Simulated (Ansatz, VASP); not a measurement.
# BN (Qingsongite): VASP beside Ansatz

POSCAR

```
BN
1.0
    0.0000000000      1.8402222611      1.8402222611
    1.8402222611      0.0000000000      1.8402222611
    1.8402222611      1.8402222611      0.0000000000
B N
1 1
Direct
    0.0000000000      0.0000000000      0.0000000000
    0.2500000000      0.2500000000      0.2500000000
```

INCAR.step1

```
SYSTEM = BN
ALGO     = Normal         ! electronic algorithm
EDIFF    = 1E-4           ! SCF threshold, eV
ENCUT    = 520            ! plane-wave cutoff, eV
GGA      = PE             ! functional
ISMEAR   = 0              ! smearing method
LASPH    = .TRUE.         ! aspherical terms in the spheres
LCHARG   = .FALSE.        ! write CHGCAR
LREAL    = .FALSE.        ! projectors in reciprocal space
LWAVE    = .TRUE.         ! write WAVECAR
NBANDS   = 11             ! bands
NELM     = 60             ! most SCF steps
PREC     = Accurate       ! precision mode
SIGMA    = 0.01           ! smearing width, eV
```

Contents of INCAR.step2:

```
SYSTEM = BN
ALGO     = Normal         ! electronic algorithm
EDIFF    = 1E-6           ! SCF threshold, eV
ENCUT    = 520            ! plane-wave cutoff, eV
ISIF     = 2              ! what is computed and relaxed
ISMEAR   = 0              ! smearing method
ISTART   = 1            
LASPH    = .TRUE.         ! aspherical terms in the spheres
LCHARG   = .FALSE.        ! write CHGCAR
LMIXTAU  = .TRUE.       
LREAL    = .FALSE.        ! projectors in reciprocal space
LWAVE    = .FALSE.        ! write WAVECAR
METAGGA  = R2SCAN         ! meta-GGA
NBANDS   = 11             ! bands
NELM     = 60             ! most SCF steps
PREC     = Accurate       ! precision mode
SIGMA    = 0.01           ! smearing width, eV
```

KPOINTS

```
k-points
0
G
  10 10 10
  0 0 0
```

Input for Ansatz:

```yaml
crystal:
  lattice:
    - [0.0, 1.8402222611, 1.8402222611]
    - [1.8402222611, 0.0, 1.8402222611]
    - [1.8402222611, 1.8402222611, 0.0]
  atoms:
    - { symbol: B, position: [0.0, 0.0, 0.0] }
    - { symbol: "N", position: [0.25, 0.25, 0.25] }
kpoints:
  mp_grid: { grid: [10, 10, 10] }
hamiltonian:
  xc: r2scan
scf:
  occupations: { method: fixed }
  n_extra_bands: 4
output:
  forces: true
  stress: true
  eigenvalues: true
```

Alike in both runs: task single point; functional r2SCAN; k mesh 10 × 10 × 10; no spin polarisation.

```csv
,VASP,Ansatz
version,VASP 6.6.1,Ansatz 0.2.0
potentials or method,"VASP PAW PBE potentials, release 64 (B, N)","plane waves, PAW"
plane-wave cutoff (eV),520,500
occupations,"gaussian, width 0.01 eV",fixed
valence electrons in the cell,8,8
```

VASP gave:

| Item | Value |
| --- | --- |
| gap on the k mesh at the Fermi level (eV) | 4.91 |
| pressure (GPa) | -19.6 |

What did Ansatz give for the same quantities?

gap on the k mesh at the Fermi level (eV): 4.92; pressure (GPa): -20.5.

Caveats: so large a pressure means that the cell lies far from this level's equilibrium, or that cutoff or potentials fall short (VASP); the potentials were made for another functional, which shifts forces and pressure (VASP). r2SCAN opens gaps a little over a GGA but as a rule still falls short of measured ones. A k mesh can miss the band edges.
